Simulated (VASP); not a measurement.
# AgCl (Chlorargyrite) (Fm-3m) in VASP: notebook, part 2 of 2

VASP 6.6.1. The steps go on from the part before.

**3. Single point, PBE (volume changed by +3%)**

Input file INCAR:

```
ALGO = Normal
EDIFF = 1E-7
ENCUT = 520
GGA = PE
ISIF = 2
ISMEAR = 0
LASPH = T
LCHARG = T
LELF = T
LREAL = F
LVHAR = T
LWAVE = F
NBANDS = 16
NELM = 60
PREC = Accurate
SIGMA = 0.01
```

Input file KPOINTS:

```
k-points
0
Gamma
  6 6 6
```

Input file POSCAR:

```
AgCl
1.0
    0.0000000000      2.8331194242      2.8331194242
    2.8331194242      0.0000000000      2.8331194242
    2.8331194242      2.8331194242      0.0000000000
Ag Cl
1 1
Direct
    0.0000000000      0.0000000000      0.0000000000
    0.5000000000      0.5000000000      0.5000000000
```

Potentials or basis: VASP PAW PBE potentials, release 64 (Ag, Cl).

Run with:

```bash
> cat potpaw_PBE.64/Ag/POTCAR potpaw_PBE.64/Cl/POTCAR > POTCAR
> mpirun -np 1 vasp_std > vasp.out
```

OUTCAR:

```text
EDIFF = 1E-7
   ENCUT = 520
   GGA = PE
   ISIF = 2
   ISMEAR = 0
   LASPH = T
   LREAL = F
   NELM = 60
   PREC = Accurate

 ion  position               nearest neighbor table
   1  0.000  0.000  0.000-   2 2.83   2 2.83   2 2.83   2 2.83   2 2.83   2 2.83
   2  0.500  0.500  0.500-   1 2.83   1 2.83   1 2.83   1 2.83   1 2.83   1 2.83

  LATTYP: Found a face centered cubic cell.
 ALAT       =     5.6662388484

  Lattice vectors:

 A1 = (   0.0000000000,   2.8331194242,   2.8331194242)
 A2 = (   2.8331194242,   0.0000000000,   2.8331194242)
 A3 = (   2.8331194242,   2.8331194242,   0.0000000000)

Analysis of symmetry for initial positions (statically):
=====================================================================
 Subroutine PRICEL returns:
 Original cell was already a primitive cell.

 Routine SETGRP: Setting up the symmetry group for a
 face centered cubic supercell.

 Subroutine GETGRP returns: Found 48 space group operations
 (whereof 48 operations were pure point group operations)
 out of a pool of 48 trial point group operations.

The static configuration has the point symmetry O_h .

Analysis of symmetry for dynamics (positions and initial velocities):
=====================================================================
 Subroutine PRICEL returns:
 Original cell was already a primitive cell.

 Routine SETGRP: Setting up the symmetry group for a
 face centered cubic supercell.

 Subroutine GETGRP returns: Found 48 space group operations
 (whereof 48 operations were pure point group operations)
 out of a pool of 48 trial point group operations.

The dynamic configuration has the point symmetry O_h .

 Subroutine INISYM returns: Found 48 space group operations
 (whereof 48 operations are pure point group operations),
 and found     1 'primitive' translations

----------------------------------------------------------------------------------------

                                     Primitive cell

  volume of cell :      45.4804

  direct lattice vectors                    reciprocal lattice vectors
     0.000000000  2.833119424  2.833119424    -0.176483912  0.176483912  0.176483912
     2.833119424  0.000000000  2.833119424     0.176483912 -0.176483912  0.176483912
     2.833119424  2.833119424  0.000000000     0.176483912  0.176483912 -0.176483912

  length of vectors
     4.006635914  4.006635914  4.006635914     0.305679103  0.305679103  0.305679103

  position of ions in fractional coordinates (direct lattice)
     0.000000000  0.000000000  0.000000000
     0.500000000  0.500000000  0.500000000

  ion indices of the primitive-cell ions
   primitive index   ion index
                 1           1
                 2           2

----------------------------------------------------------------------------------------

 KPOINTS: k-points

Automatic generation of k-mesh.
 Grid dimensions read from file:
 generate k-points for:    6    6    6

 Generating k-lattice:

  Cartesian coordinates                     Fractional coordinates (reciprocal lattice)
    -0.029413985  0.029413985  0.029413985     0.166666667  0.000000000  0.000000000
     0.029413985 -0.029413985  0.029413985     0.000000000  0.166666667  0.000000000
     0.029413985  0.029413985 -0.029413985     0.000000000  0.000000000  0.166666667

  Length of vectors
     0.050946517  0.050946517  0.050946517

  Shift w.r.t. Gamma in fractional coordinates (k-lattice)
     0.000000000  0.000000000  0.000000000

 Subroutine IBZKPT returns following result:
 ===========================================

 Found     16 irreducible k-points:

 Following reciprocal coordinates:
            Coordinates               Weight
  0.000000  0.000000  0.000000      1.000000
  0.166667  0.000000  0.000000      8.000000
  0.333333  0.000000  0.000000      8.000000
  0.500000  0.000000  0.000000      4.000000
  0.166667  0.166667  0.000000      6.000000
  0.333333  0.166667  0.000000     24.000000
[... 8 lines left out ...]
 -0.333333  0.333333  0.166667     24.000000
 -0.333333  0.500000  0.166667     12.000000
   k-points           NKPTS =     16   k-points in BZ     NKDIM =     16   number of bands    NBANDS=     16
   number of dos      NEDOS =    301   number of ions     NIONS =      2
   total plane-waves  NPLWV =  27000
   dimension x,y,z NGX =    30 NGY =   30 NGZ =   30
   dimension x,y,z NGXF=    60 NGYF=   60 NGZF=   60
   ions per type =               1   1
   NGX,Y,Z   is equivalent  to a cutoff of  12.45, 12.45, 12.45 a.u.
   NGXF,Y,Z  is equivalent  to a cutoff of  24.90, 24.90, 24.90 a.u.
 SYSTEM =  unknown system
   PREC   = accura    normal or accurate (medium, high low for compatibility)
   ISTART =      0    job   : 0-new  1-cont  2-samecut
   ICHARG =      2    charge: 1-file 2-atom 10-const
   ISPIN  =      1    spin polarized calculation?
   LNONCOLLINEAR =      F non collinear calculations
   LSORBIT =      F    spin-orbit coupling
   LASPH  =      T    aspherical Exc in radial PAW
   ENCUT  =  520.0 eV  38.22 Ry    6.18 a.u.   7.45  7.45  7.45*2*pi/ulx,y,z
   NELM   =     60;   NELMIN=  2; NELMDL= -5     # of ELM steps
   EDIFF  = 0.1E-06   stopping-criterion for ELM
   LREAL  =      F    real-space projection
   EDIFFG = 0.1E-05   stopping-criterion for IOM
   NSW    =      0    number of steps for IOM
   IBRION =     -1    ionic relax: 0-MD 1-quasi-New 2-CG
   NFREE  =      0    steps in history (QN), initial steepest desc. (CG)
   ISIF   =      2    stress and relaxation
   ISYM   =      2    0-nonsym 1-usesym 2-fastsym
   POTIM  = 0.5000    time-step for ionic-motion
   TEBEG  =    0.0;   TEEND  =   0.0 temperature during run
   PSTRESS=    0.0 pullay stress
   NELECT =      18.0000    total number of electrons
   NUPDOWN=      -1.0000    fix difference up-down
   EMIN   =  10.00;   EMAX   =-10.00  energy-range for DOS
   EFERMI =   0.00;   METHOD = LEGACY
   ISMEAR =     0;   SIGMA  =   0.01  broadening in eV -4-tet -1-fermi 0-gaus
   EFERMI_NEDOS =   21; number of points for ismear=-14 and -15
   IALGO  =     38    algorithm
   IMIX   =      4    mixing-type and parameters
     AMIX     =   0.40;   BMIX     =  1.00
     AMIX_MAG =   1.60;   BMIX_MAG =  1.00
  volume/ion in A,a.u.               =      22.74       153.46
  Fermi-wavevector in a.u.,A,eV,Ry     =   1.201962  2.271379 19.656513  1.444713
  Thomas-Fermi vector in A             =   2.337757
   LORBIT       =      0    0 simple, 1 ext, 2 COOP (PROOUT), +10 PAW based schemes
   GGA     = PE    functional components
   LHFCALC =     F    Hartree Fock is set to
   AEXX    =    0.0000 exact exchange contribution
   IVDW    =     0    specifies the selected vdW correction
   LEPSILON=     F    determine dielectric tensor
   LRPA    =     F    only Hartree local field effects (RPA)
 non-spin polarized calculation
 Gauss-broadening in eV      SIGMA  =   0.01
  energy-cutoff  :      520.00
  volume of cell :       45.48
 maximum number of plane-waves:      1243
 NGX is ok and might be reduce to    30
   NGX = 15   NGY = 15   NGZ = 15

 number of electron      17.9999993 magnetization

 Free energy of the ion-electron system (eV)
  ---------------------------------------------------
  ext. energy  EPLUGINS =         0.00000000
  ---------------------------------------------------
  free energy    TOTEN  =        -5.39575971 eV

  energy without entropy =       -5.39575971  energy(sigma->0) =       -5.39575971

 E-fermi :   3.1412     XC(G=0):  -9.6317

 val. band max:        3.0309199219   @ k =   0.5000   0.0000   0.0000
 cond. band min:       3.9640611319   @ k =   0.0000   0.0000   0.0000
 fundamental gap:      0.9331412100
 Fermi energy:         3.1411853874

 k-point     1 :       0.0000    0.0000    0.0000
  band No.  band energies     occupation
      1     -11.7025      2.00000
      2       0.8311      2.00000
      3       0.8311      2.00000
      4       0.8311      2.00000
      5       0.8689      2.00000
      6       0.8689      2.00000
[... 8 lines left out ...]
     15      15.9711      0.00000
     16      15.9711      0.00000
[... 267 lines left out ...]
 k-point    16 :      -0.3333    0.5000    0.1667
  band No.  band energies     occupation
      1     -11.2997      2.00000
      2      -0.7032      2.00000
      3      -0.5767      2.00000
      4      -0.2750      2.00000
      5       1.0761      2.00000
      6       1.2225      2.00000
[... 8 lines left out ...]
     15      17.2170      0.00000
     16      18.1563      0.00000

------------------------ aborting loop because EDIFF is reached ----------------------------------------

  FORCE on cell =-STRESS in cart. coord.  units (eV):
  Direction    XX          YY          ZZ          XY          YZ          ZX
  --------------------------------------------------------------------------------------
  -------------------------------------------------------------------------------------
  Total       -0.3515796     -0.3515796     -0.3515796      0.0000000      0.0000000     -0.0000000
  in kB      -12.3853883    -12.3853883    -12.3853883      0.0000000      0.0000000     -0.0000000
  external PRESSURE =     -12.3853883 kB  Pullay stress =       0.0000000 kB

 VOLUME and BASIS-vectors are now :
 -----------------------------------------------------------------------------
  energy-cutoff  :      520.00
  volume of cell :       45.48
      direct lattice vectors                 reciprocal lattice vectors
     0.000000000  2.833119424  2.833119424    -0.176483912  0.176483912  0.176483912
     2.833119424  0.000000000  2.833119424     0.176483912 -0.176483912  0.176483912
     2.833119424  2.833119424  0.000000000     0.176483912  0.176483912 -0.176483912

 POSITION                                       TOTAL-FORCE (eV/Angst)
 -----------------------------------------------------------------------------------
      0.00000      0.00000      0.00000         0.000000      0.000000      0.000000
      2.83312      2.83312      2.83312        -0.000000     -0.000000     -0.000000
 -----------------------------------------------------------------------------------
    total drift:                               -0.000000      0.000000      0.000000

  FREE ENERGIE OF THE ION-ELECTRON SYSTEM (eV)
  ---------------------------------------------------
  free  energy   TOTEN  =        -5.3957597076 eV

  energy  without entropy=       -5.3957597076  energy(sigma->0) =       -5.39575971
```

OSZICAR:

```text
N       E                     dE             d eps       ncg     rms          rms(c)
DAV:   1     0.962802837144E+02    0.96280E+02   -0.88040E+03   528   0.102E+03
DAV:   2    -0.192602452092E+01   -0.98206E+02   -0.90471E+02   616   0.216E+02
DAV:   3    -0.556820645555E+01   -0.36422E+01   -0.36303E+01   656   0.430E+01
DAV:   4    -0.559400439140E+01   -0.25798E-01   -0.25797E-01   632   0.388E+00
DAV:   5    -0.559436873700E+01   -0.36435E-03   -0.36434E-03   648   0.456E-01    0.515E+00
DAV:   6    -0.540064649008E+01    0.19372E+00   -0.26325E-01   640   0.642E+00    0.339E+00
DAV:   7    -0.539618244997E+01    0.44640E-02   -0.92332E-02   616   0.204E+00    0.181E+00
DAV:   8    -0.539558853967E+01    0.59391E-03   -0.51587E-03   584   0.723E-01    0.272E-01
DAV:   9    -0.539567251199E+01   -0.83972E-04   -0.48386E-04   672   0.292E-01    0.455E-02
DAV:  10    -0.539575498478E+01   -0.82473E-04   -0.13053E-04   568   0.987E-02    0.359E-02
DAV:  11    -0.539575979509E+01   -0.48103E-05   -0.54497E-06   640   0.160E-02    0.423E-03
DAV:  12    -0.539575970757E+01    0.87522E-07   -0.18057E-07   552   0.422E-03
   1 F= -.53957597E+01 E0= -.53957597E+01  d E =-.328359E-56
```

stdout:

```text
POSCAR found type information on POSCAR AgCl
 POSCAR found :  2 types and       2 ions
 scaLAPACK will be used
 LDA part: xc-table for (Slater+PW92), standard interpolation
 POSCAR, INCAR and KPOINTS ok, starting setup
 FFT: planning ... GRIDC
 FFT: planning ... GRID_SOFT
 FFT: planning ... GRID
 WAVECAR not read
 entering main loop
```

Run time: 7.8 s. Hardware: 1 thread of AMD EPYC 9R45 (Zen 5), shared host; peak memory 0.14 GiB.

Results:

```
Free energy            : -5.3958 eV
Pressure               : -1.2 GPa
Band gap on the k mesh : 0.93 eV, indirect (least direct gap 3.00 eV)
```

Levels at points of the mesh, in eV from the valence-band top:
| k point | band 7 | band 8 | band 9 | band 10 | band 11 | band 12 |
| --- | --- | --- | --- | --- | --- | --- |
| (0.00, 0.00, 0.00) | -2.06 | -2.06 | -2.06 | 0.93 | 10.88 | 10.88 |
| (0.50, 0.00, 0.00) | -1.60 | 0.00 | 0.00 | 4.41 | 6.20 | 7.78 |
| (0.50, 0.50, 0.00) | -1.79 | -1.79 | -1.74 | 2.48 | 8.12 | 8.43 |

 A k mesh can miss the band edges.

**4. Single point, PBE (volume changed by +6%)**

Input file INCAR:

```
SYSTEM = AgCl
  PREC = Accurate
  ENCUT = 520
  EDIFF = 1E-6
  ISMEAR = 0
  SIGMA = 0.01
  LREAL = .False.
  LASPH = .True.
  NELM = 100
  ALGO = Normal
  ISIF = 2
  LWAVE = .False.
  LCHARG = .False.
  GGA = PE
  NBANDS = 16
```

Input file KPOINTS:

```
Automatic mesh
0
Gamma
  6 6 6
  0 0 0
```

Input file POSCAR:

```
AgCl
1.0
    0.0000000000      2.8603626284      2.8603626284
    2.8603626284      0.0000000000      2.8603626284
    2.8603626284      2.8603626284      0.0000000000
Ag Cl
1 1
Direct
    0.0000000000      0.0000000000      0.0000000000
    0.5000000000      0.5000000000      0.5000000000
```

Potentials or basis: VASP PAW PBE potentials, release 64 (Ag, Cl).

Run with:

```bash
> cat potpaw_PBE.64/Ag/POTCAR potpaw_PBE.64/Cl/POTCAR > POTCAR
> mpirun -np 1 vasp_std > vasp.out
```

OUTCAR:

```text
SYSTEM = AgCl
   PREC = Accurate
   ENCUT = 520
   EDIFF = 1E-6
   ISMEAR = 0
   LREAL = .False.
   LASPH = .True.
   NELM = 100
   ISIF = 2
   GGA = PE

 ion  position               nearest neighbor table
   1  0.000  0.000  0.000-   2 2.86   2 2.86   2 2.86   2 2.86   2 2.86   2 2.86
   2  0.500  0.500  0.500-   1 2.86   1 2.86   1 2.86   1 2.86   1 2.86   1 2.86

  LATTYP: Found a face centered cubic cell.
 ALAT       =     5.7207252568

  Lattice vectors:

 A1 = (   0.0000000000,   2.8603626284,   2.8603626284)
 A2 = (   2.8603626284,   0.0000000000,   2.8603626284)
[... 479 lines left out ...]

  FORCE on cell =-STRESS in cart. coord.  units (eV):
  Direction    XX          YY          ZZ          XY          YZ          ZX
  --------------------------------------------------------------------------------------
  -------------------------------------------------------------------------------------
  Total       -0.6375140     -0.6375140     -0.6375140      0.0000000      0.0000000     -0.0000000
  in kB      -21.8226253    -21.8226253    -21.8226253      0.0000000      0.0000000     -0.0000000
  external PRESSURE =     -21.8226253 kB  Pullay stress =       0.0000000 kB

 VOLUME and BASIS-vectors are now :
 -----------------------------------------------------------------------------
  energy-cutoff  :      520.00
  volume of cell :       46.81
      direct lattice vectors                 reciprocal lattice vectors
     0.000000000  2.860362628  2.860362628    -0.174803011  0.174803011  0.174803011
     2.860362628  0.000000000  2.860362628     0.174803011 -0.174803011  0.174803011
     2.860362628  2.860362628  0.000000000     0.174803011  0.174803011 -0.174803011

 POSITION                                       TOTAL-FORCE (eV/Angst)
 -----------------------------------------------------------------------------------
      0.00000      0.00000      0.00000         0.000000      0.000000     -0.000000
      2.86036      2.86036      2.86036         0.000000      0.000000      0.000000
 -----------------------------------------------------------------------------------
    total drift:                               -0.000000      0.000000      0.000000

  FREE ENERGIE OF THE ION-ELECTRON SYSTEM (eV)
  ---------------------------------------------------
  free  energy   TOTEN  =        -5.3820423625 eV

  energy  without entropy=       -5.3820423625  energy(sigma->0) =       -5.38204236
```

OSZICAR:

```text
N       E                     dE             d eps       ncg     rms          rms(c)
DAV:   1     0.104149084195E+03    0.10415E+03   -0.85176E+03   512   0.100E+03
DAV:   2    -0.143927791349E+01   -0.10559E+03   -0.96141E+02   616   0.222E+02
DAV:   3    -0.555710835365E+01   -0.41178E+01   -0.41076E+01   624   0.458E+01
DAV:   4    -0.558896187571E+01   -0.31854E-01   -0.31851E-01   656   0.431E+00
DAV:   5    -0.558941967436E+01   -0.45780E-03   -0.45779E-03   600   0.503E-01    0.477E+00
DAV:   6    -0.538716263009E+01    0.20226E+00   -0.27326E-01   648   0.645E+00    0.316E+00
DAV:   7    -0.538246517623E+01    0.46975E-02   -0.92670E-02   576   0.206E+00    0.174E+00
DAV:   8    -0.538186606318E+01    0.59911E-03   -0.54837E-03   584   0.739E-01    0.261E-01
DAV:   9    -0.538194615275E+01   -0.80090E-04   -0.50834E-04   648   0.307E-01    0.497E-02
DAV:  10    -0.538203687130E+01   -0.90719E-04   -0.15187E-04   608   0.106E-01    0.369E-02
DAV:  11    -0.538204252461E+01   -0.56533E-05   -0.62528E-06   648   0.173E-02    0.474E-03
DAV:  12    -0.538204236246E+01    0.16215E-06   -0.13919E-07   392   0.377E-03
   1 F= -.53820424E+01 E0= -.53820424E+01  d E =-.535066E-21
```

Run time: 6.9 s. Hardware: 1 thread of AMD EPYC 9R45 (Zen 5), shared host; peak memory 0.14 GiB.

Results:

* Free energy: -5.3820 eV
* Pressure: -2.2 GPa
* Band gap on the k mesh: 0.95 eV, indirect (least direct gap 2.90 eV)

**5. Summary**

```tsv
cell	gap on the mesh (eV)	pressure (GPa)
a = 3.967 Å, angles 60.0°, 2 atoms	0.92	-0.1
a = 4.007 Å, angles 60.0°, 2 atoms	0.93	-1.2
a = 4.045 Å, angles 60.0°, 2 atoms	0.95	-2.2
```

Alike in all rows: task single point; level PBE; potentials or basis VASP PAW PBE potentials, release 64 (Ag, Cl); no spin polarisation; k mesh 6 × 6 × 6; cutoff (eV) 520; smearing gaussian 0.01 eV.

Total energies depend on the potentials used, so only differences within one code and one set of settings carry meaning.

**6. Comparison with measurements**

Step 2. Against the measured gap of AgCl, 3.249 eV (indirect; a printed reference work, data compilation), the calculated 0.92 eV is off by -2.33 eV. So large a miss can be the level of theory's own, or it may mean another phase, state or a wrong row. Spin-orbit coupling on Ag is left out. The value is that of PBE on a finite k mesh, which can miss the band edges, without temperature or zero-point motion. Semilocal functionals fall short of measured gaps as a rule.
